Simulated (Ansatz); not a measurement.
Crystal: Ca, simple cubic type, 1 atom in the cell.

Level of theory: PBE, plane waves, PAW datasets (generated soft set 1) (Ansatz 0.2.0 development build).

Cutoff 420 eV; k-mesh 16×16×16 Γ-centred; Fermi–Dirac smearing of 0.0612 eV; no spin polarisation.

```
V (Å³/atom)   a (Å)  E − E(min) (meV/atom)  P (GPa)
     41.082  3.4505                   5.39     0.71
     41.956  3.4748                   2.25     0.45
     42.831  3.4988                   0.48     0.20
     43.705  3.5224                   0.00    -0.02
     44.579  3.5458                   0.70    -0.23
     45.453  3.5688                   2.48    -0.42
     46.327  3.5915                   5.26    -0.59
```

Question: Fit a third-order Birch–Murnaghan equation of state to the energies.

Answer: V₀ = 43.613 Å³/atom (a₀ = 3.520 Å), B₀ = 10.9 GPa, B₀′ = 3.11.

The published all-electron PBE values for this crystal (mean of FLEUR and WIEN2k, k-spacing 0.06 Å⁻¹; Bosoni et al., Nat. Rev. Phys. 6, 45 (2024)) are V₀ = 43.585 Å³/atom, B₀ = 10.8 GPa, B₀′ = 3.27. This run's mesh is coarser (spacing 0.11 Å⁻¹), so part of any difference comes from k-sampling.

The stress includes the program's correction for the finite plane-wave basis.

This cubic structure is a model: it isn't the usual form of the substance at ambient conditions, and such phases are metastable or hypothetical. The k-mesh is modest, so these values aren't fully converged in k.
